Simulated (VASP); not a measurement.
Set up this calculation in VASP 6.6.1, as the native input.

```
Task                   : single point
Functional             : PBEsol
Potentials or basis    : VASP PAW PBE potentials, release 64 (Li_sv, Cl_h)
Cutoff                 : 900 eV
k mesh                 : 8 × 8 × 8
Occupations            : gaussian, width 0.02 eV
Spin                   : no spin polarisation
Further INCAR settings : ALGO = Fast; EDIFF = 1e-06; NBANDS = 12
```

The structure of LiCl lies in POSCAR:

```
LiCl
1.0
    0.0000000000      2.5310500000      2.5310500000
    2.5310500000      0.0000000000      2.5310500000
    2.5310500000      2.5310500000      0.0000000000
Li Cl
1 1
Direct
    0.0000000000      0.0000000000      0.0000000000
    0.5000000000      0.5000000000      0.5000000000
```

The cell is a database's computed one.

The input as run:

INCAR

```
SYSTEM = LiCl
PREC     = Accurate       ! precision mode
ENCUT    = 900            ! plane-wave cutoff, eV
EDIFF    = 1E-6           ! SCF threshold, eV
ISMEAR   = 0              ! smearing method
SIGMA    = 0.02           ! smearing width, eV
LREAL    = .False.        ! projectors in reciprocal space
LASPH    = .True.         ! aspherical terms in the spheres
NELM     = 60             ! most SCF steps
ALGO     = Fast           ! electronic algorithm
ISIF     = 2              ! what is computed and relaxed
LWAVE    = .False.        ! write WAVECAR
LCHARG   = .True.         ! write CHGCAR
GGA      = PS             ! functional
LELF     = .True.         ! ELF
LVHAR    = .True.       
NBANDS   = 12             ! bands
```

KPOINTS

```
Automatic mesh
0
Gamma
  8 8 8
  0 0 0
```

Potentials or basis: VASP PAW PBE potentials, release 64 (Li_sv, Cl_h).

Launch:

```sh
$ cat potpaw_PBE.64/Li_sv/POTCAR potpaw_PBE.64/Cl_h/POTCAR > POTCAR
$ mpirun -np 1 vasp_std > vasp.out
```

Results of the run:

```json
{
 "Pressure": "0.0 GPa",
 "Band gap on the k mesh": "6.36 eV, direct"
}
```

Caveat: the PAW data sets were made with another functional, which shifts forces and pressure a little.

It took 26 s on 1 thread of Intel(R) Xeon(R) Platinum 8488C (Sapphire Rapids) (shared host), peak memory 0.2 GiB.
